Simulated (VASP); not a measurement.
Te2Pt: single point with PBE+D3(BJ)

Te2Pt, a slab with vacuum:

```xyz
9
Lattice="4.0478 0.0000 0.0000 -2.0239 3.5055 0.0000 0.0000 0.0000 27.9220" Properties=species:S:1:pos:R:3 pbc="T T T"
Te    2.0239    1.1685    7.4902
Te    0.0000    2.3370   10.2148
Te    2.0239    1.1685   12.6020
Te    0.0000    2.3370   15.3200
Te    2.0239    1.1685   17.7072
Te    0.0000    2.3370   20.4318
Pt    0.0000    0.0000    8.8763
Pt    0.0000    0.0000   13.9610
Pt    0.0000    0.0000   19.0457
```

| Item | Value |
| --- | --- |
| Program | VASP 6.6.1 |
| Task | single point |
| Functional | PBE |
| Dispersion | D3(BJ) |
| Potentials or basis | VASP PAW PBE potentials, release 64 (Te, Pt) |
| Cutoff | 520 eV |
| k mesh | 12 × 12 × 1 |
| Occupations | methfessel-paxton, width 0.1 eV |
| Spin | no spin polarisation |
| Dipole correction | yes |
| Further INCAR settings | ALGO = Fast; EDIFF = 1e-07 |

```
Largest force                   : 0.018 eV/Å
Band gap on the k mesh          : none (metal or under the smearing width)
Dispersion energy per atom      : -0.485 eV
Work function of the upper face : 4.33 eV
Work function of the lower face : 4.33 eV
```

Forces in eV/Å, atoms in the order of the input:
```
Te   0.000  0.000 -0.011
Te   0.000  0.000  0.018
Te   0.000  0.000  0.011
Te   0.000  0.000 -0.011
Te   0.000  0.000 -0.018
Te   0.000  0.000  0.011
Pt   0.000  0.000  0.000
Pt   0.000  0.000  0.000
Pt   0.000  0.000  0.000
```

Levels at points of the mesh, in eV from the Fermi level:
```
           k point  band 29  band 30  band 31  band 32  band 33  band 34  band 35  band 36  band 37  band 38
(0.00, 0.00, 0.00)    -0.81    -0.54    -0.54    -0.32     0.87     1.05     1.05     1.65     1.65     2.05
(0.50, 0.00, 0.00)    -2.82    -2.75    -2.43    -1.92    -1.08     0.38     0.57     1.21     1.43     1.45
```

Core levels (eV, on the scale of the bands):
```csv
atom,levels
1 Te,"1s -31613.9, 2s -4841.4, 2p -4344.8, 3s -957.6, 3p -796.2, 3d -552.5, 4s -157.0, 4p -107.1, 4d -34.4"
2 Te,"1s -31614.1, 2s -4841.6, 2p -4345.0, 3s -957.8, 3p -796.5, 3d -552.8, 4s -157.3, 4p -107.4, 4d -34.7"
3 Te,"1s -31614.1, 2s -4841.7, 2p -4345.1, 3s -957.9, 3p -796.5, 3d -552.8, 4s -157.4, 4p -107.4, 4d -34.7"
4 Te,"1s -31614.1, 2s -4841.7, 2p -4345.1, 3s -957.9, 3p -796.5, 3d -552.8, 4s -157.4, 4p -107.4, 4d -34.7"
5 Te,"1s -31614.1, 2s -4841.6, 2p -4345.0, 3s -957.8, 3p -796.5, 3d -552.8, 4s -157.3, 4p -107.4, 4d -34.7"
6 Te,"1s -31613.9, 2s -4841.4, 2p -4344.8, 3s -957.6, 3p -796.2, 3d -552.5, 4s -157.0, 4p -107.1, 4d -34.4"
```

It took 2.2 min on 4 MPI ranks on Intel(R) Xeon(R) 6975P-C (Granite Rapids), with other jobs on the host, peak memory 0.59 GiB a rank.

Spin-orbit coupling is left out, which matters for the levels of Pt, Te.
